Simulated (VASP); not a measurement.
# Tm: single point with PBE

The system is Tm.

```
CELL_PARAMETERS angstrom
-1.97055 1.97055 1.97055
1.97055 -1.97055 1.97055
1.97055 1.97055 -1.97055
ATOMIC_POSITIONS crystal
Tm 0.00000 0.00000 0.00000
```

This isn't the form of Tm at room conditions, which is hcp.

| Item | Value |
| --- | --- |
| Program | VASP 6.6.1 |
| Task | single point |
| Functional | PBE |
| Potentials or basis | VASP PAW PBE potentials, release 64 (Tm_3), 4f in core |
| Cutoff | 520 eV |
| k mesh | 10 × 10 × 10 |
| Occupations | gaussian, width 0.02 eV |
| Spin | collinear spin, ferromagnetic start |
| Starting moments | [2.0] μB |

| Item | Value |
| --- | --- |
| Pressure | 0.0 GPa |
| Band gap on the k mesh | none (metal or under the smearing width) |
| Net moment | 0.40 μB per cell |
| Site moments | Tm +0.33 μB |
| Valence electrons inside the program's atomic spheres | Tm 8.13 |

Levels at points of the mesh, in eV from the Fermi level:
Spin up:
| k point | band 3 | band 4 | band 5 | band 6 | band 7 | band 8 |
| --- | --- | --- | --- | --- | --- | --- |
| (0.00, 0.00, 0.00) | -25.36 | -5.95 | 1.84 | 1.84 | 1.84 | 4.07 |
| (0.50, 0.00, 0.00) | -25.36 | -2.58 | 0.13 | 0.51 | 3.87 | 4.80 |
| (0.50, 0.50, 0.50) | -25.74 | -1.68 | -1.68 | 5.57 | 5.57 | 5.57 |
Spin down:
```csv
k point,band 2,band 3,band 4,band 5,band 6,band 7
"(0.00, 0.00, 0.00)",-25.27,-25.27,-5.60,2.09,2.09,2.09
"(0.50, 0.00, 0.00)",-25.44,-25.27,-2.26,0.42,0.87,4.05
"(0.50, 0.50, 0.50)",-25.64,-25.64,-1.42,-1.42,5.97,5.97
```

Run time: 28 s on 1 thread of AMD EPYC 9R45 (Zen 5) (shared host), peak memory 0.16 GiB.

Caveat: the magnetic or orbital state may not be the lowest; spin-orbit coupling is left out, which moves the levels of the heavy elements; the 4f electrons are frozen in the core as for a trivalent ion, so they carry no moment and show no levels. The state reached can hang on the start; a lower one may exist.
